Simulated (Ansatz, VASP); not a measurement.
## SbSe2: VASP beside Ansatz

```
Sb Se
1.0
     0.00000    3.42567    3.42567
     3.42567    0.00000    3.42567
     3.42567    3.42567    0.00000
Sb Se
1 2
Direct
  0.50000 0.50000 0.50000
  0.00000 0.00000 0.00000
  0.75000 0.75000 0.75000
```

Alike in both runs: functional PBE; k mesh 4 × 4 × 4; occupations gaussian, width 0.1 eV; no spin polarisation.

Ansatz relaxed the structure, and its values are those at the end. VASP's run is a single point on that final structure, the one shown.

|  | VASP | Ansatz |
| --- | --- | --- |
| version | VASP 6.6.1 | Ansatz 0.2.0 |
| potentials or method | VASP PAW PBE potentials, release 64 (Sb, Se) | scalar-relativistic, plane waves, PAW |
| plane-wave cutoff (eV) | 520 | 420 |
| valence electrons in the cell | 17 | 47 |

```csv
,VASP,Ansatz,Ansatz less VASP
gap on the k mesh at the Fermi level (eV),none,none,-
pressure (GPa),-0.1,-0.1,+0.08
```

A gap of «none» marks a metal or a gap that the smearing closes. With one functional, cell and mesh, what is left measures potentials, basis and numerics. The two sets of potentials don't hold the same shells in valence.

Caveats: the k mesh is coarse (spacing up to 0.40 Å⁻¹), so the values aren't converged. The runs have no spin-orbit coupling, so splittings on Sb are missing.
